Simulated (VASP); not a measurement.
# CrO2 (P4_2/mnm) in VASP: notebook

Runs on CrO2. Level: PBEsol+U. Tasks: single point.

All numbers are computed with VASP 6.6.1; they aren't measurements. Logs are shortened: lines on timing, memory, paths and dates and some standing lists are left out, and cuts for length are marked.

## 1. The structure

Symmetry: P4_2/mnm, No. 136, tetragonal system. The conventional cell has a = 4.421 Å, b = 4.421 Å, c = 2.917 Å, α = 90.00°, β = 90.00°, γ = 90.00°. Cr (site symmetry mmm) has 6 O at 1.88 to 1.92 Å as nearest neighbours. Around O (site symmetry m2m) lie 3 Cr at 1.88 to 1.92 Å.

## 2. Single point, PBEsol+U, collinear spin, ferromagnetic start

INCAR reads:

```
PREC = Accurate ; ENCUT = 520
EDIFF = 1E-6 ; ISMEAR = 0
SIGMA = 0.05 ; LREAL = F
LASPH = T ; NELM = 150
ALGO = Normal ; ISIF = 2
LWAVE = F ; LCHARG = T
ISPIN = 2 ; MAGMOM = 3 3 0 0 0 0
LORBIT = 11 ; LMAXMIX = 4
LDAU = T ; LDAUTYPE = 2
LDAUL = 2 -1 ; LDAUU = 3.5 0
LDAUJ = 0 0 ; LDAUPRINT = 1
GGA = PS ; LELF = T
LVHAR = T
```

KPOINTS reads:

```
Automatic mesh
0
Gamma
  5 5 8
```

POSCAR reads:

```
CrO2
1.0
    4.4210008300      0.0000000000      0.0000000000
    0.0000000000      4.4210008300      0.0000000000
    0.0000000000      0.0000000000      2.9170005500
Cr O
2 4
Direct
    0.0000000000      0.0000000000      0.0000000000
    0.5000000000      0.5000000000      0.5000000000
    0.3010000000      0.3010000000      0.0000000000
    0.1990000000      0.8010000000      0.5000000000
    0.6990000000      0.6990000000      0.0000000000
    0.8010000000      0.1990000000      0.5000000000
```

Potentials or basis: VASP PAW PBE potentials, release 64 (Cr_pv, O).

Run with:

```sh
$ cat potpaw_PBE.64/Cr_pv/POTCAR potpaw_PBE.64/O/POTCAR > POTCAR
$ mpirun -np 1 vasp_std > vasp.out
```

OUTCAR:

```text
PREC = Accurate
   ENCUT = 520
   EDIFF = 1E-6
   ISMEAR = 0
   LREAL = F
   LASPH = T
   NELM = 150
   ISIF = 2
   ISPIN = 2
   LORBIT = 11
   GGA = PS

 ion  position               nearest neighbor table
   1  0.000  0.000  0.000-   3 1.88   5 1.88   4 1.92   6 1.92   4 1.92   6 1.92
   2  0.500  0.500  0.500-   4 1.88   6 1.88   5 1.92   3 1.92   3 1.92   5 1.92
   3  0.301  0.301  0.000-   1 1.88   2 1.92   2 1.92
   4  0.199  0.801  0.500-   2 1.88   1 1.92   1 1.92
   5  0.699  0.699  0.000-   1 1.88   2 1.92   2 1.92
   6  0.801  0.199  0.500-   2 1.88   1 1.92   1 1.92

  LATTYP: Found a simple tetragonal cell.
 ALAT       =     4.4210008300
 C/A-ratio  =     0.6598054744

  Lattice vectors:

 A1 = (   4.4210008300,   0.0000000000,   0.0000000000)
 A2 = (   0.0000000000,   4.4210008300,   0.0000000000)
 A3 = (   0.0000000000,   0.0000000000,   2.9170005500)

Analysis of symmetry for initial positions (statically):
=====================================================================
 Subroutine PRICEL returns:
 Original cell was already a primitive cell.

 Routine SETGRP: Setting up the symmetry group for a
 simple tetragonal supercell.

 Subroutine GETGRP returns: Found 16 space group operations
 (whereof  8 operations were pure point group operations)
 out of a pool of 16 trial point group operations.

The static configuration has the point symmetry D_2h.
 The point group associated with its full space group is D_4h.

Analysis of symmetry for dynamics (positions and initial velocities):
=====================================================================
 Subroutine PRICEL returns:
 Original cell was already a primitive cell.

 Routine SETGRP: Setting up the symmetry group for a
 simple tetragonal supercell.

 Subroutine GETGRP returns: Found 16 space group operations
 (whereof  8 operations were pure point group operations)
 out of a pool of 16 trial point group operations.

The dynamic configuration has the point symmetry D_2h.
 The point group associated with its full space group is D_4h.

Analysis of structural, dynamic, and magnetic symmetry:
=====================================================================
 Subroutine PRICEL returns:
 Original cell was already a primitive cell.

 Routine SETGRP: Setting up the symmetry group for a
 simple tetragonal supercell.

 Subroutine GETGRP returns: Found 16 space group operations
 (whereof  8 operations were pure point group operations)
 out of a pool of 16 trial point group operations.

The overall configuration has the point symmetry D_2h.
 The point group associated with its full space group is D_4h.

 Subroutine INISYM returns: Found 16 space group operations
 (whereof  8 operations are pure point group operations),
 and found     1 'primitive' translations

----------------------------------------------------------------------------------------

                                     Primitive cell

  volume of cell :      57.0135

  direct lattice vectors                    reciprocal lattice vectors
[... 161 lines left out ...]
  o =  0.0872  v =  0.0000  0.0000  0.0000  0.0000  0.0000  0.0000 -0.7071  0.0000 -0.7071  0.0000      0.0000  0.0000  0.0000  0.0000  0.0000  0.0000  0.0000  0.0000  0.0000  0.0000
  o =  0.1045  v =  0.0000  0.0000  0.0000  0.0000  0.0000 -0.0000  0.0000 -0.0000  0.0000  1.0000      0.0000  0.0000  0.0000  0.0000  0.0000  0.0000  0.0000  0.0000  0.0000  0.0000
  o =  0.2987  v =  0.0000  0.0000  0.0000  0.0000  0.0000  0.0000  0.7071  0.0000 -0.7071 -0.0000      0.0000  0.0000  0.0000  0.0000  0.0000  0.0000  0.0000  0.0000  0.0000  0.0000
  o =  0.3103  v =  0.0000  0.0000  0.0000  0.0000  0.0000 -0.8400 -0.0000  0.5426  0.0000 -0.0000      0.0000  0.0000  0.0000  0.0000  0.0000  0.0000  0.0000  0.0000  0.0000  0.0000
  o =  0.4014  v =  0.0000  0.7071  0.0000 -0.7071  0.0000  0.0000  0.0000  0.0000  0.0000  0.0000      0.0000  0.0000  0.0000  0.0000  0.0000  0.0000  0.0000  0.0000  0.0000  0.0000
  o =  0.4424  v = -0.8321  0.0000  0.5546  0.0000 -0.0000  0.0000  0.0000  0.0000  0.0000  0.0000      0.0000  0.0000  0.0000  0.0000  0.0000  0.0000  0.0000  0.0000  0.0000  0.0000
  o =  0.5139  v = -0.0000 -0.0000  0.0000  0.0000  1.0000  0.0000  0.0000  0.0000  0.0000  0.0000      0.0000  0.0000  0.0000  0.0000  0.0000  0.0000  0.0000  0.0000  0.0000  0.0000
  o =  0.8589  v =  0.0000 -0.7071  0.0000 -0.7071 -0.0000  0.0000  0.0000  0.0000  0.0000  0.0000      0.0000  0.0000  0.0000  0.0000  0.0000  0.0000  0.0000  0.0000  0.0000  0.0000
  o =  0.9494  v = -0.5546  0.0000 -0.8321  0.0000 -0.0000  0.0000  0.0000  0.0000  0.0000  0.0000      0.0000  0.0000  0.0000  0.0000  0.0000  0.0000  0.0000  0.0000  0.0000  0.0000

atom =   2  type =  1  l = 2

 onsite density matrix

spin component  1

  0.5983  0.0000 -0.2339  0.0000  0.0000
  0.0000  0.6302  0.0000 -0.2287  0.0000
 -0.2339  0.0000  0.7935  0.0000  0.0000
  0.0000 -0.2287  0.0000  0.6302  0.0000
  0.0000  0.0000  0.0000  0.0000  0.5139

spin component  2

  0.2377  0.0000  0.1124  0.0000  0.0000
  0.0000  0.1929  0.0000  0.1057  0.0000
  0.1124  0.0000  0.1364  0.0000 -0.0000
  0.0000  0.1057  0.0000  0.1929  0.0000
  0.0000  0.0000 -0.0000  0.0000  0.1045

 occupancies and eigenvectors

  o =  0.0638  v =  0.0000  0.0000  0.0000  0.0000  0.0000 -0.5426 -0.0000  0.8400  0.0000  0.0000      0.0000  0.0000  0.0000  0.0000  0.0000  0.0000  0.0000  0.0000  0.0000  0.0000
  o =  0.0872  v =  0.0000  0.0000  0.0000  0.0000  0.0000  0.0000 -0.7071  0.0000  0.7071 -0.0000      0.0000  0.0000  0.0000  0.0000  0.0000  0.0000  0.0000  0.0000  0.0000  0.0000
  o =  0.1045  v =  0.0000  0.0000  0.0000  0.0000  0.0000 -0.0000  0.0000  0.0000  0.0000 -1.0000      0.0000  0.0000  0.0000  0.0000  0.0000  0.0000  0.0000  0.0000  0.0000  0.0000
  o =  0.2987  v =  0.0000  0.0000  0.0000  0.0000  0.0000  0.0000 -0.7071  0.0000 -0.7071 -0.0000      0.0000  0.0000  0.0000  0.0000  0.0000  0.0000  0.0000  0.0000  0.0000  0.0000
  o =  0.3103  v =  0.0000  0.0000  0.0000  0.0000  0.0000 -0.8400 -0.0000 -0.5426  0.0000  0.0000      0.0000  0.0000  0.0000  0.0000  0.0000  0.0000  0.0000  0.0000  0.0000  0.0000
  o =  0.4014  v =  0.0000  0.7071  0.0000  0.7071  0.0000  0.0000  0.0000  0.0000  0.0000  0.0000      0.0000  0.0000  0.0000  0.0000  0.0000  0.0000  0.0000  0.0000  0.0000  0.0000
  o =  0.4424  v = -0.8321  0.0000 -0.5546  0.0000  0.0000  0.0000  0.0000  0.0000  0.0000  0.0000      0.0000  0.0000  0.0000  0.0000  0.0000  0.0000  0.0000  0.0000  0.0000  0.0000
  o =  0.5139  v =  0.0000  0.0000 -0.0000  0.0000 -1.0000  0.0000  0.0000  0.0000  0.0000  0.0000      0.0000  0.0000  0.0000  0.0000  0.0000  0.0000  0.0000  0.0000  0.0000  0.0000
  o =  0.8589  v =  0.0000  0.7071  0.0000 -0.7071  0.0000  0.0000  0.0000  0.0000  0.0000  0.0000      0.0000  0.0000  0.0000  0.0000  0.0000  0.0000  0.0000  0.0000  0.0000  0.0000
  o =  0.9494  v = -0.5546  0.0000  0.8321  0.0000 -0.0000  0.0000  0.0000  0.0000  0.0000  0.0000      0.0000  0.0000  0.0000  0.0000  0.0000  0.0000  0.0000  0.0000  0.0000  0.0000

 number of electron      48.0000027 magnetization       3.9999789

 Free energy of the ion-electron system (eV)
  ---------------------------------------------------
  ext. energy  EPLUGINS =         0.00000000
  ---------------------------------------------------
  free energy    TOTEN  =       -47.17867824 eV

  energy without entropy =      -47.17746374  energy(sigma->0) =      -47.17807099

 E-fermi :   5.2641     XC(G=0): -12.1929

 val. band max:        5.2351915124   @ k =   0.2000   0.2000   0.3750
 cond. band min:       5.2694528301   @ k =   0.2000   0.0000   0.3750
 fundamental gap:      0.0342613176
 Fermi energy:         5.2641435585

 spin component 1

 k-point     1 :       0.0000    0.0000    0.0000
  band No.  band energies     occupation
      1     -39.4575      1.00000
      2     -39.4575      1.00000
      3     -39.3772      1.00000
      4     -39.3772      1.00000
      5     -39.1551      1.00000
      6     -39.1406      1.00000
[... 1625 lines left out ...]
     30      10.0676      0.00000
     31      10.4170      0.00000

 [... further k-points ...]

------------------------ aborting loop because EDIFF is reached ----------------------------------------

  FORCE on cell =-STRESS in cart. coord.  units (eV):
  Direction    XX          YY          ZZ          XY          YZ          ZX
  --------------------------------------------------------------------------------------
  -------------------------------------------------------------------------------------
  Total        0.3450181      0.3450181      1.2572448     -0.0000000      0.0000000      0.0000000
  in kB        9.6956015      9.6956015     35.3307405     -0.0000000      0.0000000      0.0000000
  external PRESSURE =      18.2406478 kB  Pullay stress =       0.0000000 kB

 VOLUME and BASIS-vectors are now :
 -----------------------------------------------------------------------------
  energy-cutoff  :      520.00
  volume of cell :       57.01
      direct lattice vectors                 reciprocal lattice vectors
     4.421000830  0.000000000  0.000000000     0.226193127  0.000000000  0.000000000
     0.000000000  4.421000830  0.000000000     0.000000000  0.226193127  0.000000000
     0.000000000  0.000000000  2.917000550     0.000000000  0.000000000  0.342817899

 POSITION                                       TOTAL-FORCE (eV/Angst)
 -----------------------------------------------------------------------------------
      0.00000      0.00000      0.00000        -0.000000     -0.000000      0.000000
      2.21050      2.21050      1.45850        -0.000000     -0.000000      0.000000
      1.33072      1.33072      0.00000         0.019780      0.019780     -0.000000
      0.87978      3.54122      1.45850        -0.019780      0.019780     -0.000000
      3.09028      3.09028      0.00000        -0.019780     -0.019780      0.000000
      3.54122      0.87978      1.45850         0.019780     -0.019780      0.000000
 -----------------------------------------------------------------------------------
    total drift:                                0.000000      0.000000      0.000000

  FREE ENERGIE OF THE ION-ELECTRON SYSTEM (eV)
  ---------------------------------------------------
  free  energy   TOTEN  =       -47.1786782406 eV

  energy  without entropy=      -47.1774637385  energy(sigma->0) =      -47.17807099

 total charge

# of ion       s       p       d       tot
------------------------------------------
    1        0.369   6.483   3.992  10.844
    2        0.369   6.483   3.992  10.844
    3        1.566   3.458   0.000   5.024
    4        1.566   3.458   0.000   5.024
    5        1.566   3.458   0.000   5.024
    6        1.566   3.458   0.000   5.024
--------------------------------------------------
tot          7.002  26.799   7.985  41.785

 magnetization (x)

# of ion       s       p       d       tot
------------------------------------------
    1        0.023   0.035   2.298   2.356
    2        0.023   0.035   2.298   2.356
    3       -0.006  -0.176   0.000  -0.182
    4       -0.006  -0.176   0.000  -0.182
    5       -0.006  -0.176   0.000  -0.182
    6       -0.006  -0.176   0.000  -0.182
--------------------------------------------------
tot          0.022  -0.632   4.595   3.986
```

Run time: 90 s. Hardware: 1 thread of Intel Xeon Platinum 8488C (Sapphire Rapids), shared host; peak memory 0.23 GiB.

Results:

* Free energy: -47.1787 eV
* Pressure: 1.8 GPa
* Largest force: 0.028 eV/Å
* Band gap on the k mesh: none (metal or under the smearing width)
* Net moment: 4.00 μB per cell
* Site moments: Cr +2.36; O -0.18 μB
* Valence electrons inside the program's atomic spheres: Cr 10.84; O 5.02

Forces in eV/Å, atoms in the order of the input:
```
Cr   0.000  0.000  0.000
Cr   0.000  0.000  0.000
O    0.020  0.020  0.000
O   -0.020  0.020  0.000
O   -0.020 -0.020  0.000
O    0.020 -0.020  0.000
```

Levels at points of the mesh, in eV from the Fermi level:
Spin up:
| k point | band 23 | band 24 | band 25 | band 26 | band 27 | band 28 | band 29 | band 30 |
| --- | --- | --- | --- | --- | --- | --- | --- | --- |
| (0.00, 0.00, 0.00) | -1.23 | -1.18 | -0.71 | -0.71 | -0.08 | 1.36 | 1.40 | 4.06 |
| (0.00, 0.00, 0.50) | -1.81 | -1.81 | 0.23 | 0.23 | 0.42 | 0.42 | 2.78 | 2.78 |
Spin down:
| k point | band 18 | band 19 | band 20 | band 21 | band 22 | band 23 | band 24 | band 25 | band 26 | band 27 |
| --- | --- | --- | --- | --- | --- | --- | --- | --- | --- | --- |
| (0.00, 0.00, 0.00) | -3.12 | -1.37 | -1.09 | -1.09 | -0.63 | 2.37 | 2.37 | 2.57 | 2.86 | 2.86 |
| (0.00, 0.00, 0.50) | -3.51 | -3.25 | -3.25 | -2.22 | -2.22 | 3.00 | 3.00 | 3.68 | 3.68 | 3.96 |

Eigenvalues of the final occupation matrices:
| site | spin | trace | eigenvalues |
| --- | --- | --- | --- |
| site 1 d | 1 | 3.17 | 0.40 0.44 0.51 0.86 0.95 |
| site 1 d | 2 | 0.86 | 0.06 0.09 0.10 0.30 0.31 |
| site 2 d | 1 | 3.17 | 0.40 0.44 0.51 0.86 0.95 |
| site 2 d | 2 | 0.86 | 0.06 0.09 0.10 0.30 0.31 |

Caveat: the PAW data sets were made with another functional, which shifts forces and pressure a little; only a ferromagnetic start was run, and an antiferromagnetic order may lie lower in energy.

## 3. Single point, PBEsol+U, collinear spin, antiferromagnetic start

INCAR: that of step 2 with these lines changed.

```diff
@@ -6,3 +6,3 @@
 LWAVE = F ; LCHARG = T
-ISPIN = 2 ; MAGMOM = 3 3 0 0 0 0
+ISPIN = 2 ; MAGMOM = 3 -3 0 0 0 0
 LORBIT = 11 ; LMAXMIX = 4
```

KPOINTS is that of step 2.

POSCAR is that of step 2.

Potentials or basis: VASP PAW PBE potentials, release 64 (Cr_pv, O).

Run with:

```sh
$ cat potpaw_PBE.64/Cr_pv/POTCAR potpaw_PBE.64/O/POTCAR > POTCAR
$ mpirun -np 1 vasp_std > vasp.out
```

It took 79 s on 1 thread of Intel Xeon Platinum 8488C (Sapphire Rapids), shared host; peak memory 0.23 GiB.

Results (log left out):

```
Free energy                                           : -46.7920 eV
Pressure                                              : 1.2 GPa
Largest force                                         : 0.268 eV/Å
Band gap on the k mesh                                : 0.06 eV, indirect (least direct gap 0.54 eV)
Net moment                                            : 0.00 μB per cell
Site moments                                          : Cr +2.02, -2.02; O -0.02, +0.02 μB
Valence electrons inside the program's atomic spheres : Cr 10.82; O 5.03
```

Forces on the atoms (eV/Å):
```
Cr   0.000  0.000  0.000
Cr   0.000  0.000  0.000
O   -0.190 -0.190  0.000
O    0.190 -0.190  0.000
O    0.190  0.190  0.000
O   -0.190  0.190  0.000
```

Stress tensor (GPa, compression positive):
```
-0.27  0.00  0.00
 0.00 -0.27  0.00
 0.00  0.00  4.09
```

Levels at points of the mesh, in eV from the valence-band top:
Spin up:
```tsv
k point	band 21	band 22	band 23	band 24	band 25	band 26	band 27	band 28
(0.00, 0.00, 0.00)	-1.36	-0.97	-0.94	-0.43	0.16	1.43	2.15	2.55
(0.00, 0.00, 0.50)	-2.58	-2.12	-1.98	0.00	0.61	2.16	2.67	3.12
```
Spin down:
```csv
k point,band 22,band 23,band 24,band 25,band 26,band 27
"(0.00, 0.00, 0.00)",-0.97,-0.94,-0.43,0.16,1.43,2.15
"(0.00, 0.00, 0.50)",-2.12,-1.98,0.00,0.61,2.16,2.67
```

Eigenvalues of the final occupation matrices:
```tsv
site	spin	trace	eigenvalues
site 1 d	1	2.99	0.29 0.39 0.42 0.95 0.95
site 1 d	2	1.00	0.07 0.10 0.17 0.33 0.35
site 2 d	1	1.00	0.07 0.10 0.17 0.33 0.35
site 2 d	2	2.99	0.29 0.39 0.42 0.95 0.95
```

Caveat: the PAW data sets were made with another functional, which shifts forces and pressure a little; an odd mesh through Γ misses points on the zone boundary, where band edges often lie.
